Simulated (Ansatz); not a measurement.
**Band structure of HgTe**

```xyz
2
Lattice="0.0000 3.2235 3.2235 3.2235 0.0000 3.2235 3.2235 3.2235 0.0000" Properties=species:S:1:pos:R:3 pbc="T T T"
Hg    0.0000    0.0000    0.0000
Te    4.8353    4.8353    4.8353
```

Atoms are numbered in the order listed.

The cell is COD entry 1539232, as deposited and not checked against the literature; nothing was relaxed.

No spin–orbit coupling, which matters for the heavy atoms here.

These are results of DFT, PBEsol, all-electron LAPW, scalar-relativistic (Ansatz 0.2.0), not measurements.

Numerical set-up: a Γ-centred 9×9×9 k mesh, Fermi–Dirac smearing of 0.05 eV, basis error target 0.5 meV/atom, no spin polarisation.

Points in fractions of the reciprocal vectors of this cell: Γ (0, 0, 0), X (-0.5, -0.5, 0), U (-0.375, -0.375, 0.25), K (-0.375, 0, 0.375), L (0, 0, 0.5), W (-0.5, -0.25, 0.25). The path joins them by straight lines in the order Γ–X–U–K–Γ–L–W–X; legs that retrace an earlier one aren't tabulated. Energies are in eV from the Fermi level.

Problem. List the levels at W between -8 and 6 eV.

Solution. -7.22, -7.17, -6.96, -6.95, -6.27, -5.66, -2.80, -2.67, 3.06, 4.48, 5.16.

Problem. List the levels at U between -8 and 6 eV.

Solution. -7.26, -7.16, -7.02, -6.88, -6.36, -5.60, -3.05, -1.99, 2.13, 3.89.

Problem. List the levels at Γ between -8 and 6 eV.

Solution. -7.45 (×3), -6.90 (×2), -0.84, -0.06 (×3), 4.12 (×3).

Problem. What is the band gap?

Solution. None at this level of theory (metallic, semimetallic, or a small gap that the functional closes).
